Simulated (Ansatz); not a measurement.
# How CaSe (Fm-3m) expands on warming, part 2 of 5

Wanted: α(T), C_P(T) and B(T) of CaSe in the quasi-harmonic approximation.

Measurements to reproduce:
- heat capacity C_P per formula unit 48.1 J/mol/K near room temperature (given in “High-Throughput Prediction of Finite-Temperature Properties using the Quasi-Harmonic Approximation”, 2016, arXiv:1603.06924)

Ansatz 0.2.0; DFT LDA, scalar-relativistic, plane waves, PAW.

So far. Step 2 (A first coarse run): The start is under -3.1 GPa at this level and looks like an insulator or semiconductor on this mesh. The relaxed cell has a = 5.791 Å (conventional setting).

The database entry behind the starting cell differs from later determinations by our own check (0.1 to 0.3 % short, probably kX units), so it need not match the best structure at ambient conditions.

### Step 4. Tight relaxation

The relaxation is repeated with tighter thresholds on force and stress, since phonons are sensitive to what is left; a change of mesh or smearing in the input moves the cell too.

The input, input.yaml:

```yaml
crystal:
  lattice:
    - [0.0, 2.8956489103, 2.8956489103]
    - [2.8956489103, 0.0, 2.8956489103]
    - [2.8956489103, 2.8956489103, 0.0]
  atoms:
    - { symbol: Ca, position: [0.0, 0.0, 0.0] }
    - { symbol: Se, position: [0.5, 0.5, 0.5] }
kpoints:
  mp_grid: { grid: [8, 8, 8] }
hamiltonian:
  xc: lda
scf:
  occupations: { method: fixed }
  lower_state_search: "off"
output:
  forces: true
  stress: true
  eigenvalues: true
  write_density: true
  write_potential: true
  elf: true
  volumetric_format: npy
relax:
  adjacent_minimum: "off"
  f_tol: 0.001
  max_steps: 60
  cell: { stress_tol: 0.01 }
```

The run is started by

```
> ansatz run input.yaml --threads 4 --pin off --max-ram 16384MiB --backend cpu --events-out ev --progress --plain --runs-dir out
```

Numbers of over 12 decimals in the logs are rounded to 6 here.

Output:

```text
[...]
Crystal: 2 atoms, lattice volume = 48.559 Å³
Basis set: ecut = 420 eV, 941 PW (Γ)
Bands: 17, of which v1, the nominal top of the filled ones, is band 13 counted from 1 (12 counted from 0)
Symmetry: 48 space group operations
[...]
k-points: 29 of 512
[...]
SCF iter   1: F=—  HF=-7160.093317 eV  |F-HF|=—  |Δ(HF+E_count)|=         —  Δρ=4.88e-3  dr2=5.57e-3  ethr=1.77e-3  ⟨swp⟩=4.2  Hψ=2370  notcnv=0  defer=18
[...]
SCF iter   6: F=-7160.091855 eV  HF=-7160.091855 eV  |F-HF|=1.71e-9  |Δ(HF+E_count)|=   1.73e-9  Δρ=3.51e-6  dr2=3.51e-9  ethr=1.24e-10  ⟨swp⟩=7.4  Hψ=3542  notcnv=0
SCF 1 converged in 6 iterations: F = -7160.091855 eV  dr2 = 3.51e-9
[...]
relax step   1: F+E_penalty+E_count = -7160.09185451 eV  Δ(F+E_penalty+E_count) = +0.000e0 eV  max|allowed force component| = 1.290e-30 eV/Å  Δτ_max = 0.0000 Å  P = -0.007 GPa  Ω = 48.559 Å³  (6 SCF iters, dr2 threshold 1.00e-7 eV, accepted)
[...]
SCF iter   6: F=-7160.091855 eV  HF=-7160.091855 eV  |F-HF|=1.82e-12  |Δ(HF+E_count)|=    0.00e0  Δρ=6.51e-9  dr2=2.25e-14  ethr=1.00e-12  ⟨swp⟩=4.0  Hψ=1665  notcnv=0
SCF 2 converged in 6 iterations: F = -7160.091855 eV  dr2 = 2.25e-14
relax step   2: F+E_penalty+E_count = -7160.09185451 eV  Δ(F+E_penalty+E_count) = -1.360e-9 eV  max|allowed force component| = 7.560e-31 eV/Å  Δτ_max = 0.0000 Å  P = -0.007 GPa  Ω = 48.559 Å³  stress off target by 6.78e-3 GPa  SCF on the basis re-selected at this cell (its energy is not comparable with the rows above)  (6 SCF iters)
basis re-selected at this cell: Δ(F+E_penalty+E_count) = -1.360e-9 eV, ΔP = -0.000 GPa vs the last step (what re-selecting the basis moved, of the pressure what is left beyond the Pulay correction that the steps carried, after the strain that the cell walked since its last selection, with what the two solves' SCF thresholds leave and, on support functions, any second-order correction that the steps lacked; it is no m [...]
SCF converged after 6 iterations
Free energy (F): -7160.091855 eV
[...]
Internal energy: -7160.091855 eV  (E = F + TS)
E sigma→0 (E₀):  -7160.091855 eV
Fermi energy:    7.567050 eV
[...]
--- Stress (GPa, compression-positive) ---
       -0.006785      -0.000000      -0.000000
        0.000000      -0.006785       0.000000
       -0.000000      -0.000000      -0.006785
  P = ⅓ Tr σ = -0.0068 GPa (-0.068 kbar)
--- Band table (eV; the first three rows and the last of 29) ---
  k-point 0: bands = [... 9 lower, -4.5289, 7.5671, 7.5671, 7.5671, 11.0083, 11.0904, 11.0904, 11.0904]
  k-point 1: bands = [... 9 lower, -4.4191, 6.7222, 7.2846, 7.2846, 11.0628, 11.3229, 11.3229, 11.9909]
  k-point 2: bands = [... 9 lower, -4.1400, 5.3779, 6.7584, 6.7584, 11.1725, 11.8860, 11.8860, 13.3284]
  k-point 28: bands = [... 9 lower, -3.7646, 5.4153, 5.4153, 5.7160, 11.8761, 11.8761, 12.8477, 13.4152]
--- Relaxed structure (1 steps of the walk, 1 accepted, 1 SCFs on fresh bases) ---
[...]
cell:  # Å, volume = 48.5588 Å³
    - [0.0, 2.8956489103, 2.8956489103]
    - [2.8956489103, 0.0, 2.8956489103]
    - [2.8956489103, 2.8956489103, 0.0]
  atoms:
    - { symbol: Ca, position: [0.0, 0.0, 0.0] }
    - { symbol: Se, position: [0.5, 0.5, 0.5] }
```

Run time: 1.2 s. Hardware: 4 threads of Arm Neoverse V1, shared host; peak memory 0.33 GiB.

Little changed from the start: no atom moved by 0.005 Å and no cell edge by 0.1 %.

This step gave:

```
pressure : -0.006785 GPa
```

Valence density in the ac plane of the conventional cell at fractional y = 0.000, with atoms of Ca and Se within 0.2 Å of it. It is the smooth field of the valence electrons, not physical close to the nuclei.

Ten steps, logarithmic in the rise over the least value, from '_' (0 e/Å³) to '@' (32 e/Å³), each cell a mean:
```
**++::____::==%%@@**::..__..==**
==--..____..::==++--..______::==
....________..::::....________..
________________..______________
....__________________________..
--::..______..::--::______....::
##==::..__..--++++==::____..--**
@@##--..__..==****++--__..::++@@
@@**::..__..==****++::____::==%%
++--..______::====--..____..::==
::....________......________..::
..______________________________
______________......____________
--::______....::--::..______..::
++==::____..--**##==::..__..--++
**++--__..::++@@@@##--..__..==**
```
Columns run along a (5.8 Å), rows up along c (5.8 Å), edges of the conventional cell, whose origin can differ from the input's. Atoms in or near the plane, at fractional coordinates: Ca at (0.00, 0.00), Ca at (0.50, 0.50), Se at (0.50, 0.00), Se at (0.00, 0.50).

Electrostatic potential energy in the ac plane of the conventional cell at fractional y = 0.000, with atoms of Ca and Se within 0.2 Å of it. With pseudopotentials it is smooth inside the atoms' cores, unlike the true potential.

Ten even steps from '_' (-56 eV) to '@' (11 eV), each cell a mean:
```
__::**@@@@%%**%%%%####@@@@%%==__
==++%%@@@@@@##******%%@@@@%%##==
##%%@@@@@@@@@@%%%%%%@@@@@@@@%%%%
@@@@@@@@@@@@@@@@@@@@@@@@@@@@@@@@
@@@@@@@@@@@@@@@@@@@@@@@@@@@@@@@@
####@@@@@@@@%%****##%%@@@@@@%%##
##**##@@@@%%++::..==##@@@@%%**##
%%####@@@@##==____..**@@@@%%**%%
%%####@@@@%%==____::**@@@@%%**%%
****%%@@@@%%##====++%%@@@@@@##**
%%%%@@@@@@@@%%%%##%%@@@@@@@@@@%%
@@@@@@@@@@@@@@@@@@@@@@@@@@@@@@@@
@@@@@@@@@@@@@@@@@@@@@@@@@@@@@@@@
**##%%@@@@@@%%######@@@@@@@@%%**
..==##@@@@%%**####**##@@@@%%++::
__..**@@@@%%**%%%%####@@@@##==__
```
Columns run along a (5.8 Å; values clipped at the 3rd and 97th percentile), rows up along c (5.8 Å), edges of the conventional cell, whose origin can differ from the input's. Atoms in or near the plane, at fractional coordinates: Ca at (0.00, 0.00), Ca at (0.50, 0.50), Se at (0.50, 0.00), Se at (0.00, 0.50).

ELF in the ac plane of the conventional cell at fractional y = 0.000, with atoms of Ca and Se within 0.2 Å of it. It is the smooth field of the valence electrons, not physical close to the nuclei.

Values, 16 rows by 16 columns, each cell a mean:
```
0.82 0.84 0.57 0.15 0.52 0.79 0.73 0.43 0.33 0.62 0.79 0.71 0.24 0.34 0.78 0.83
0.81 0.70 0.31 0.10 0.48 0.76 0.79 0.73 0.71 0.78 0.79 0.66 0.20 0.16 0.55 0.78
0.37 0.23 0.07 0.07 0.34 0.64 0.76 0.79 0.79 0.78 0.72 0.50 0.14 0.06 0.16 0.34
0.24 0.22 0.18 0.12 0.16 0.34 0.48 0.52 0.53 0.51 0.41 0.22 0.11 0.14 0.20 0.24
0.71 0.69 0.59 0.35 0.12 0.07 0.10 0.15 0.17 0.13 0.08 0.08 0.22 0.50 0.66 0.71
0.79 0.79 0.76 0.59 0.18 0.07 0.31 0.57 0.62 0.45 0.16 0.08 0.41 0.72 0.79 0.79
0.55 0.71 0.79 0.69 0.22 0.23 0.70 0.84 0.84 0.79 0.45 0.13 0.51 0.78 0.78 0.62
0.20 0.55 0.79 0.71 0.24 0.37 0.81 0.82 0.79 0.84 0.62 0.17 0.53 0.79 0.71 0.33
0.33 0.62 0.79 0.71 0.24 0.34 0.78 0.83 0.82 0.84 0.57 0.15 0.52 0.79 0.73 0.43
0.71 0.78 0.79 0.66 0.20 0.16 0.55 0.78 0.81 0.70 0.31 0.10 0.48 0.76 0.79 0.73
0.79 0.78 0.72 0.50 0.14 0.06 0.16 0.34 0.37 0.23 0.07 0.07 0.34 0.64 0.76 0.79
0.53 0.51 0.41 0.22 0.11 0.14 0.20 0.24 0.24 0.22 0.18 0.12 0.16 0.34 0.48 0.52
0.17 0.13 0.08 0.08 0.22 0.50 0.66 0.71 0.71 0.69 0.59 0.35 0.12 0.07 0.10 0.15
0.62 0.45 0.16 0.08 0.41 0.72 0.79 0.79 0.79 0.79 0.76 0.59 0.18 0.07 0.31 0.57
0.84 0.79 0.45 0.13 0.51 0.78 0.78 0.62 0.55 0.71 0.79 0.69 0.22 0.23 0.70 0.84
0.79 0.84 0.62 0.17 0.53 0.79 0.71 0.33 0.20 0.55 0.79 0.71 0.24 0.37 0.81 0.82
```
Columns run along a (5.8 Å), rows up along c (5.8 Å), edges of the conventional cell, whose origin can differ from the input's. Atoms in or near the plane, at fractional coordinates: Ca at (0.00, 0.00), Ca at (0.50, 0.50), Se at (0.50, 0.00), Se at (0.00, 0.50).

The residual pressure is -0.0068 GPa, small enough for phonons.

### Step 5. Relaxing at another setting

The functional, the potentials or the cutoff change, so the crystal is relaxed again at the new setting.

Changes to input.yaml since step 4:

```diff
@@ -19,6 +19,4 @@
   eigenvalues: true
-  write_density: true
-  write_potential: true
-  elf: true
-  volumetric_format: npy
+basis:
+  ecutwfc: 550.0
 relax:
```

Output:

```text
[...]
Crystal: 2 atoms, lattice volume = 48.559 Å³
Basis set: ecut = 550 eV, 1411 PW (Γ)
Bands: 17, of which v1, the nominal top of the filled ones, is band 13 counted from 1 (12 counted from 0)
Symmetry: 48 space group operations
[...]
k-points: 29 of 512
[...]
k-point 28: bands = [... 9 lower, -3.7646, 5.4152, 5.4152, 5.7159, 11.8759, 11.8759, 12.8475, 13.4150]
--- Relaxed structure (1 steps of the walk, 1 accepted, 1 SCFs on fresh bases) ---
[...]
cell:  # Å, volume = 48.5588 Å³
    - [0.0, 2.8956489103, 2.8956489103]
    - [2.8956489103, 0.0, 2.8956489103]
    - [2.8956489103, 2.8956489103, 0.0]
  atoms:
    - { symbol: Ca, position: [0.0, 0.0, 0.0] }
    - { symbol: Se, position: [0.5, 0.5, 0.5] }
[key lines of the parts left out:]
SCF converged after 5 iterations
Free energy (F): -7160.092915 eV
Fermi energy:    7.566949 eV
P = ⅓ Tr σ = -0.0074 GPa (-0.074 kbar)
```

Elapsed: 1.5 s, on 4 threads; peak memory 0.35 GiB; 5.1 s of CPU time.

Little changed from the start: no atom moved by 0.005 Å and no cell edge by 0.1 %.

Numbers from this step:

```yaml
pressure: -0.007423 GPa
```

The residual pressure is -0.0074 GPa, small enough for phonons.

(Continued in part 3 of 5.)

[Logs are printed without paths, hosts, clocks, repeated set-up lines and the standing remarks that a program may print on its own settings, such as how far it seeks lower states.]

[Hosts, paths, dates, database ids (printed as entryN), source tags and the programs' standing remarks are cut or masked in the printed files.]

[A step with changed settings may run another functional than the one named; its input shows which.]

[Pressures of single members of a volume series are the stress at the run's cutoff; with an incomplete basis they can lie off −dE/dV of the same runs, and they are not shown converged.]
